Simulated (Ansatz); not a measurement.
## H: computed DOS

```cif
data_structure
_symmetry_space_group_name_H-M 'P6_3/mmc'
_symmetry_Int_Tables_number 194
_cell_length_a 1.9323
_cell_length_b 1.9323
_cell_length_c 1.9047
_cell_angle_alpha 90.000
_cell_angle_beta 90.000
_cell_angle_gamma 120.000
_cell_volume 6.16
loop_
_atom_site_label
_atom_site_type_symbol
_atom_site_symmetry_multiplicity
_atom_site_Wyckoff_symbol
_atom_site_fract_x
_atom_site_fract_y
_atom_site_fract_z
_atom_site_occupancy
H1 H 2 c 0.33333 0.66667 0.25000 1
```

The runs use the primitive cell with vectors (1.932, 0.000, 0.000), (-0.966, 1.673, 0.000), (0.000, 0.000, 1.905) Å, to which the k mesh refers.

The structure comes from a relaxation in the same program, started in the hcp type, and has space group P6_3/mmc. Whether it is a known phase or the ground state wasn't checked.

Computed with DFT, PBE, all-electron LAPW, scalar-relativistic in Ansatz 0.2.0.

Sampling and basis: a Γ-centred 17×17×9 k mesh, Fermi–Dirac smearing of 0.05 eV, basis error target 0.5 meV/atom, no spin polarisation; the mesh is coarse along some axis.

States per eV and cell, averaged over 0.6 eV, from -9.4 to 6.0 eV, with energies (bin centres) from the Fermi level; empty bins are left out. 

| E (eV) | total |
| --- | --- |
| -9.2 | 0.12 |
| -8.6 | 0.13 |
| -8.0 | 0.15 |
| -7.4 | 0.15 |
| -6.8 | 0.16 |
| -6.2 | 0.16 |
| -5.6 | 0.18 |
| -5.0 | 0.18 |
| -4.4 | 0.16 |
| -3.8 | 0.17 |
| -3.2 | 0.16 |
| -2.6 | 0.15 |
| -2.0 | 0.15 |
| -1.4 | 0.13 |
| -0.8 | 0.14 |
| -0.2 | 0.18 |
| 0.4 | 0.22 |
| 1.0 | 0.23 |
| 1.6 | 0.23 |
| 2.2 | 0.22 |
| 2.8 | 0.25 |
| 3.4 | 0.34 |
| 4.0 | 0.34 |
| 4.6 | 0.28 |
| 5.2 | 0.19 |
| 5.8 | 0.16 |
